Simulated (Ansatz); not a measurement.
**Cobalt (fcc) across density functionals**

All rows: Ansatz, plane waves with scalar-relativistic PAW, 420 eV (500 eV for the SCAN forms), relaxed under each functional, no dispersion correction, no zero-point motion. B₀ comes from uniform scaling at fixed shape; a dash is a value not given.

| functional | V (Å³/atom) | cell | B₀ (GPa) | magnetic state | ΔE to hcp (meV/atom) |
| --- | --- | --- | --- | --- | --- |
| PBE | 10.92 | a = 3.522 Å | 213 | ferromagnetic, net 1.65 μB per atom | 16 |
| r²SCAN | 10.85 | a = 3.515 Å | 209 | ferromagnetic, net 1.85 μB per atom | -29 |
| m-r²SCAN | 10.49 | a = 3.475 Å | 236 | ferromagnetic, net 1.61 μB per atom | 18 |
| LDA | 10.07 | a = 3.428 Å | - | ferromagnetic, net 1.55 μB per atom | 25 |
| RPBE | 11.22 | a = 3.554 Å | 195 | ferromagnetic, net 1.70 μB per atom | 12 |
| BLYP | 11.41 | a = 3.574 Å | 188 | ferromagnetic, net 1.65 μB per atom | 14 |

Problem. What does PBEsol give?

Solution. V (Å³/atom): 10.44; cell: a = 3.470 Å; B₀ (GPa): 237; magnetic state: ferromagnetic, net 1.62 μB per atom; ΔE to hcp (meV/atom): 20.

m-r²SCAN is r²SCAN on the gauge-invariant kinetic-energy density; without spin polarisation the two are equal.
